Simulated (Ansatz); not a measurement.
From the elastic tensor of GaSb at 35 GPa (stress–strain coefficients) to moduli and sound speeds

These are results of DFT PBEsol, scalar-relativistic, plane waves, PAW (Ansatz), not measurements. Settings: 420 eV plane-wave cutoff, Γ-centred 12×12×12 mesh, Gaussian smearing of 0.01 eV. No spin polarisation.

The structure is cubic, space group F-43m (No. 216). Conventional cell: a = 5.492 Å, b = 5.492 Å, c = 5.492 Å, α = 90.00°, β = 90.00°, γ = 90.00°. Around Ga (site symmetry -43m) lie 4 Sb at 2.38 Å. Sb (site symmetry -43m) is surrounded by 4 Ga at 2.38 Å.

Spin–orbit coupling is left out, which matters for heavy elements. The real crystal has changed phase below this pressure. The bands were filled as in an insulator; under compression the gap may have closed between mesh points.

Relaxed-ion constants (GPa, on the Cartesian axes of the calculation):
```
208.7 179.1 179.1   0.0   0.0   0.0
179.1 208.7 179.1   0.0   0.0   0.0
179.1 179.1 208.7   0.0   0.0   0.0
  0.0   0.0   0.0  32.7   0.0   0.0
  0.0   0.0   0.0   0.0  32.7   0.0
  0.0   0.0   0.0   0.0   0.0  32.7
```

Density 7.677 g/cm³; 2 atoms in 41.42 Å³.

The values that follow are for a polycrystal of randomly turned grains, by Hill's mean where one number stands.

| Item | Value |
| --- | --- |
| Bulk modulus, Voigt / Reuss / Hill | 189.0 / 189.0 / 189.0 GPa |
| Shear modulus, Voigt / Reuss / Hill | 25.5 / 22.0 / 23.8 GPa |
| Young's modulus | 68 GPa |
| Poisson ratio | 0.440 |
| Pugh ratio B/G | 7.95 |
| Universal anisotropy index | 0.79 |
| Longitudinal and transverse sound speeds | 5362 and 1760 m/s |
| Debye temperature from the mean sound speed | 217 K |

Cost: 1 run of about 1.9 core-minutes, on AMD EPYC 9R45 (Zen 5) (shared hosts).

Compressed zincblende GaSb strongly resists a change of volume but yields easily to a change of shape: the bulk modulus is 189.0 GPa, the Hill shear modulus only 23.8 GPa. Compression shortens the bonds and steepens their repulsion, whereas shear in an open tetrahedral network is resisted largely by the weaker bond-bending forces, and the applied pressure itself works against that resistance. The softest uniform shear is the tetragonal one, because C11 lies only slightly above C12; half their difference is well below C44. This is the strain that links the diamond-type framework to the denser β-tin arrangement, so its softness suggests a lattice approaching a mechanical limit. All the same, the cubic cell still withstands small homogeneous strains, which makes it elastically stable but not thermodynamically preferred. The large Pugh ratio and the Poisson ratio near the incompressible limit express this weak shear resistance and are poor evidence of metallic ductility. Stability against short-wavelength transverse acoustic phonons, which often soften under pressure in tetrahedral semiconductors, remains untested.
